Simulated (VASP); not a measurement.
Here is a VASP 6.6.1 calculation.

File INCAR:

```
PREC = Accurate
ENCUT = 520
EDIFF = 1E-7
ISMEAR = -1
SIGMA = 0.05
LREAL = F
LASPH = T
NELM = 60
ALGO = Normal
ISIF = 2
LWAVE = F
LCHARG = F
GGA = PS
NBANDS = 20
```

The input KPOINTS:

```
regular mesh
0
Gamma
  10 10 8
```

Contents of POSCAR:

```
Ga
1.0
    1.3830000000     -4.0265000000      0.0000000000
    1.3830000000      4.0265000000      0.0000000000
   -0.1174474948      0.0000000000      3.3299294416
Ga
2
Direct
    0.1169910000      0.8568350000      0.7483420000
    0.8666660000      0.1324240000      0.2366280000
```

Potentials or basis: VASP PAW PBE potentials, release 64 (Ga_d).

Launch:

```bash
$ cat potpaw_PBE.64/Ga_d/POTCAR > POTCAR
$ mpirun -np 1 vasp_std > vasp.out
```

Q: What does it give for the pressure?

A: -1.9 GPa.

Q: Predict the band gap on the k mesh.

A: None (metal or under the smearing width).

Q: What does it give for the largest force?

A: 0.177 eV/Å.

Stress tensor (GPa, compression positive):
```
-1.16 -0.02  0.43
-0.02 -1.78  0.12
 0.43  0.12 -2.73
```

Caveat: the PAW data sets were made with another functional, which shifts forces and pressure a little.
